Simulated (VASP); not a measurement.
SrO (strained rocksalt), r²SCAN single-point calculation: VASP's output and Ansatz's

POSCAR

```
Sr O
 1.0000000000000000
     0.0000000000000000    2.5540934026000000    2.5540934026000000
     2.5540934026000000    0.0000000000000000    2.5540934026000000
     2.5540934026000000    2.5540934026000000    0.0000000000000000
 Sr  O
   1   1
Cartesian
  0.0000000000000000  0.0000000000000000  0.0000000000000000
  2.5540934026000000  2.5540934026000000  2.5540934026000000
```

VASP ran with the recommended PBE PAW datasets (16 valence electrons in the cell).

From OUTCAR

```
k-points           NKPTS =     29   k-points in BZ     NKDIM =     29   number of bands    NBANDS=     15

   NELECT =      16.0000    total number of electrons

   dimension x,y,z NGX =    28 NGY =   28 NGZ =   28
   dimension x,y,z NGXF=    56 NGYF=   56 NGZF=   56

  energy-cutoff  :      520.00
  volume of cell :       33.32
      direct lattice vectors                 reciprocal lattice vectors
     0.000000000  2.554093403  2.554093403    -0.195764180  0.195764180  0.195764180
     2.554093403  0.000000000  2.554093403     0.195764180 -0.195764180  0.195764180
     2.554093403  2.554093403  0.000000000     0.195764180  0.195764180 -0.195764180

 k-points in reciprocal lattice and weights: KPOINTS created by Atomic Simulation Env
   0.00000000  0.00000000  0.00000000       0.002
   0.12500000  0.00000000  0.00000000       0.016
   0.25000000  0.00000000  0.00000000       0.016
   0.37500000  0.00000000  0.00000000       0.016
   0.50000000  0.00000000  0.00000000       0.008
   0.12500000  0.12500000  0.00000000       0.012
   0.25000000  0.12500000  0.00000000       0.047
   0.37500000  0.12500000  0.00000000       0.047
   ...

 E-fermi :   1.5693

 k-point     1 :       0.0000    0.0000    0.0000
  band No.  band energies     occupation
      1     -31.9658      2.00000
      2     -14.6168      2.00000
      3     -12.9675      2.00000
      4     -12.9675      2.00000
      5     -12.9675      2.00000
      6       1.4351      2.00000
      7       1.4351      2.00000
      8       1.4351      2.00000
      9       6.2454      0.00000
     10       8.2575      0.00000
     11       8.2575      0.00000
     12       8.2575      0.00000
     13      10.6240      0.00000
     14      10.6240      0.00000
     15      14.8378      0.00000

 k-point     2 :       0.1250    0.0000    0.0000
  band No.  band energies     occupation
      1     -31.9438      2.00000
      2     -14.9112      2.00000
      3     -12.9794      2.00000
      4     -12.9794      2.00000
      5     -12.7267      2.00000
      6       1.0044      2.00000
      7       1.2340      2.00000
      8       1.2340      2.00000
      9       6.9361      0.00000
     10       8.0957      0.00000
     11       8.5766      0.00000
     12       8.5766      0.00000
     13      11.0516      0.00000
     14      11.0516      0.00000
     15      15.8808      0.00000

 k-point     3 :       0.2500    0.0000    0.0000
  band No.  band energies     occupation
      1     -31.8902      2.00000
      2     -15.4411      2.00000
      3     -13.0079      2.00000
      4     -13.0079      2.00000
      5     -12.3257      2.00000
      6       0.1864      2.00000
      7       0.7975      2.00000
      8       0.7975      2.00000
      9       8.0341      0.00000
     10       8.4898      0.00000
     11       9.4446      0.00000
     12       9.4446      0.00000
     13      12.1228      0.00000
     14      12.1228      0.00000
     15      17.9793      0.00000

 k-point     4 :       0.3750    0.0000    0.0000
  band No.  band energies     occupation
      1     -31.8358      2.00000
      2     -15.8602      2.00000
      3     -13.0359      2.00000
      4     -13.0359      2.00000
      5     -12.0362      2.00000
      6      -0.4736      2.00000
      7       0.4133      2.00000
      8       0.4133      2.00000
      9       8.3756      0.00000
     10      10.0221      0.00000
     11      10.5110      0.00000
     12      10.5110      0.00000
     13      13.4434      0.00000
     14      13.4434      0.00000
     15      18.0839      0.00000

 k-point     5 :       0.5000    0.0000    0.0000
  band No.  band energies     occupation
      1     -31.8129      2.00000
      2     -16.0155      2.00000
      3     -13.0473      2.00000
      4     -13.0473      2.00000
      5     -11.9343      2.00000
      6      -0.7194      2.00000
      7       0.2660      2.00000
      8       0.2660      2.00000
      9       8.6362      0.00000
     10      10.6823      0.00000
     11      11.0355      0.00000
     12      11.0355      0.00000
     13      14.3130      0.00000
     14      14.3130      0.00000
     15      17.5462      0.00000

 k-point     6 :       0.1250    0.1250    0.0000
  band No.  band energies     occupation
      1     -31.9367      2.00000
      2     -14.9429      2.00000
      3     -13.0247      2.00000
      4     -13.0247      2.00000
      5     -12.6534      2.00000
      6       0.6807      2.00000
      7       1.3671      2.00000
      8       1.3671      2.00000
      9       7.0067      0.00000
     10       7.5370      0.00000
     11       8.9445      0.00000
     12       8.9445      0.00000
     13      10.8450      0.00000
     14      11.4862      0.00000
     15      16.1892      0.00000

 ...

  Total        0.7541105      0.7541105      0.7541105      0.0000000      0.0000000      0.0000000
  in kB       36.2581191     36.2581191     36.2581191      0.0000000      0.0000000      0.0000000
  external PRESSURE =      36.2581191 kB  Pullay stress =       0.0000000 kB

 POSITION                                       TOTAL-FORCE (eV/Angst)
 -----------------------------------------------------------------------------------
      0.00000      0.00000      0.00000         0.000000     -0.000000      0.000000
      2.55409      2.55409      2.55409        -0.000000      0.000000     -0.000000
 -----------------------------------------------------------------------------------
    total drift:                                0.000000      0.000000      0.000000

  FREE ENERGIE OF THE ION-ELECTRON SYSTEM (eV)
  ---------------------------------------------------
  free  energy   TOTEN  =       -27.0418920887 eV

  energy  without entropy=      -27.0418920887  energy(sigma->0) =      -27.04189209
```

The two codes use different PAW datasets and cutoffs. VASP's cell holds 16 valence electrons and Ansatz's 16. Ansatz's stress includes a Pulay correction; VASP's doesn't.

**Question.** What does Ansatz give for the same cell and level of theory?

**Answer.** gap between bands v and c 3.79 eV; least direct gap 3.84 eV; pressure 3.0 GPa.

Ansatz printed

```
SCF 1 converged in 7 iterations: F = -4127.045958 eV  dr2 = 2.73e-8
  greatest PAW one-centre occupation: 0.989 electrons in one spin orbital (limit 2), on the Sr atom at site 0 (counted from 0), in its partial waves of l = 0
NSCF: frozen V_eff on 7 k-points
SCF converged after 7 iterations
Free energy (F): -4127.045958 eV
Harris-Foulkes:  -4127.045958 eV  (|F-HF|=2.11e-8)
Internal energy: -4127.045958 eV  (E = F + TS)
E sigma→0 (E₀):  -4127.045958 eV
Fermi energy:    7.824819 eV
--- Per-component energies (eV) ---
  E_band       = -65.483371
  E_kinetic    = 425.416162
  E_local      = -855.431021  (includes V_loc(G=0)·N_el)
  E_nonlocal   = 249.036202
  E_hartree    = 232.113711
  E_xc         = -239.531773
  E_vxc        = -287.101754  (∫ρ·V_xc dr)
  E_paw        = -2875.298093  (= ΣΔE_a)
  E_vpaw       = -78.074852  (= ΣTr[D̂ρ^β])
  E_aug_tail   = 0.001036  (compensation charges beyond the density's cutoff)
  E_vtau       = 16.446377  (kinetic-family band-sum trace: ∫τ·v_τ [+ j·A + Jᵃ·Aᵃ] dr)
  E_ewald      = -1063.174205
  E_core_change = -0.177977  (= ΣΔE_core)
  E_smearing   = -0.000000  (= −TS)
  E_closure    = -0.000000  (closes the sum)
  Σ components = -4127.045958   (vs F -4127.045958, Δ=0.00e0)
--- Forces (eV/Å), atoms counted from 1 ---
  atom   1  Sr    -0.00000000     0.00000000     0.00000000
  atom   2  O      0.00000000    -0.00000000    -0.00000000
  max |Σ_I F_I| component: 4.08e-29 eV/Å
--- Stress (GPa, compression-positive) ---
        3.022212      -0.000000       0.000000
       -0.000000       3.022212       0.000000
       -0.000000      -0.000000       3.022212
  P = ⅓ Tr σ = 3.0222 GPa (30.222 kbar)
--- Band table (eV; the first three rows and the last of 29) ---
  k-point 0: bands = ["-25.4398", "-8.2041", "-6.4385", "-6.4385", "-6.4385", "7.8248", "7.8248", "7.8248", "12.6447", "14.7116", "14.7116", "14.7116"]
  k-point 1: bands = ["-25.4176", "-8.4837", "-6.4505", "-6.4505", "-6.2137", "7.3987", "7.6295", "7.6295", "13.3361", "14.5346", "15.0275", "15.0275"]
  k-point 2: bands = ["-25.3635", "-9.0002", "-6.4790", "-6.4790", "-5.8302", "6.5902", "7.2042", "7.2042", "14.4567", "14.8882", "15.8900", "15.8900"]
  k-point 28: bands = ["-25.2396", "-8.7704", "-7.1503", "-7.1503", "-6.0003", "6.7026", "7.4469", "7.4469", "14.4691", "14.4691", "17.3712", "19.8051"]
```
